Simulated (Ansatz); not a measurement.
**Relaxation of Na**

Level of theory: DFT r2SCAN, scalar-relativistic, plane waves, PAW (Ansatz). Settings: 500 eV cutoff, 16×16×16 k-mesh, Gaussian smearing of 0.10 eV, no spin polarisation.

What was changed in Mg: Mg → Na on all its sites, cell and atoms relaxed.

Input:

```yaml
crystal:
  lattice:
    - [-2.0367080221, 2.0367080221, 1.9050511708]
    - [2.0367080221, -2.0367080221, 1.9050511708]
    - [2.0367080221, 2.0367080221, -1.9050511708]
  atoms:
    - { symbol: Na, position: [0.0, 0.0, 0.0] }
basis:
  ecutwfc: 500
kpoints:
  mp_grid: { grid: [16, 16, 16] }
hamiltonian:
  xc: r2scan
scf:
  occupations: { method: gaussian, width: 0.1 }
output:
  forces: true
  stress: true
  eigenvalues: true
relax:
  adjacent_minimum: "off"
  f_tol: 0.01
  max_steps: 60
  cell: { stress_tol: 0.1 }
```

F is the free energy. Steps run on the plane waves of an earlier cell, but the last one, and at times one on the way, on a freshly chosen basis, so a repeated geometry can differ a little in energy.

Steps:

```csv
step,F − F(1) (eV),largest force component (eV/Å),V (Å³/atom),P (GPa)
1,0.0000,0.000,31.610,1.85
2,-0.0132,0.000,32.956,1.30
3,-0.0295,0.000,36.672,0.20
4,-0.0303,0.000,37.484,0.02
5,-0.0304,0.000,37.693,-0.02
6,-0.0304,0.000,37.749,-0.03
7,-0.0305,0.000,37.735,-0.03
8,-0.0313,0.000,37.735,-0.02
```

Relaxed structure:

```xyz
1
Lattice="-2.1198 2.1198 2.0993 2.1198 -2.1198 2.0993 2.1198 2.1198 -2.0993" Properties=species:S:1:pos:R:3 pbc="T T T"
Na    0.0000    0.0000    0.0000
```

It takes space group I4/mmm (No. 139, tetragonal). Conventional cell: a = 4.240 Å, b = 4.240 Å, c = 4.199 Å, α = 90.00°, β = 90.00°, γ = 90.00°. Around Na (site symmetry 4/mmm) lie 14 Na at 3.66 to 4.24 Å.

The run converged. The run took of the order of 2.1 core-minutes.